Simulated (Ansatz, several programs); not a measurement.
CsCl (Pm-3m) from a database of computed structures, relaxed with PBE in Ansatz (plane waves, PAW): space group Pm-3m (No. 221), cubic; conventional cell a = 4.203 Å, 37.12 Å³ an atom. Around Cs lie 8 Cl at 3.64 Å; around Cl lie 8 Cs at 3.64 Å. The cell was then scaled with its shape and fractional coordinates held. No spin polarisation and no zero-point or thermal motion.

```
V (Å³/atom)  E (meV/atom)
     34.894          7.33
     36.008          1.84
     37.122          0.00
     39.349          4.94
```

(1) Pass a cubic E = c₀ + c₁u + c₂u² + c₃u³, with u = V − 36.843 Å³, through these points.

(2) Where is the minimum, and what bulk modulus follows?

(3) Predict the energy and the pressure at the withheld volume, 38.235 Å³.

## Answers

(1) c₀ = 0.15, c₁ = -0.894, c₂ = 1.295, c₃ = -0.0701 (meV and Å³).

(2) dE/du = 0 at u = +0.355, so V₀ = 37.20 Å³. B = V₀ d²E/dV² = 37.20 × (2c₂ + 6c₃u) = 37.20 × 2.441 = 91 meV/Å³, and 1 meV/Å³ is 0.16022 GPa: 15 GPa. A third-order Birch-Murnaghan fit to all five points gives 37.21 Å³ and 14 GPa.

(3) With u = +1.392: E ≈ 1.23 meV and P = −dE/dV ≈ -0.37 GPa. The run gives 1.20 meV and, from its stress, -0.37 GPa.
